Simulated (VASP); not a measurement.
A run of VASP 6.6.1:

The input INCAR:

```
SYSTEM = Na2S
PREC = Accurate ; ENCUT = 520
EDIFF = 1E-6 ; ISMEAR = 0
SIGMA = 0.02 ; LREAL = .False.
LASPH = .True. ; NELM = 100
ALGO = Normal ; ISIF = 2
LWAVE = .False. ; LCHARG = .False.
GGA = PS ; NBANDS = 17
```

The input KPOINTS:

```
regular mesh
0
Gamma
  8 8 8
  0 0 0
```

The input POSCAR:

```
Na2S
1.0
    0.0000000000      3.2508104460      3.2508104460
    3.2508104460      0.0000000000      3.2508104460
    3.2508104460      3.2508104460      0.0000000000
Na S
2 1
Direct
    0.2500000000      0.2500000000      0.2500000000
    0.7500000000      0.7500000000      0.7500000000
    0.0000000000      0.0000000000      0.0000000000
```

Potentials or basis: VASP PAW PBE potentials, release 64 (Na_pv, S).

Launch:

```console
$ cat potpaw_PBE.64/Na_pv/POTCAR potpaw_PBE.64/S/POTCAR > POTCAR
$ mpirun -np 1 vasp_std > vasp.out
```

Hardware: 1 thread of AMD EPYC 9R45 96-Core Processor (Zen 5), on a shared host.

Problem. How long does it take, and how much memory?

Solution. Run time: 22 s on 1 thread of AMD EPYC 9R45 96-Core Processor (Zen 5), with other jobs on the host, peak memory 0.17 GiB. Counts: scf iterations 15, k points 29.
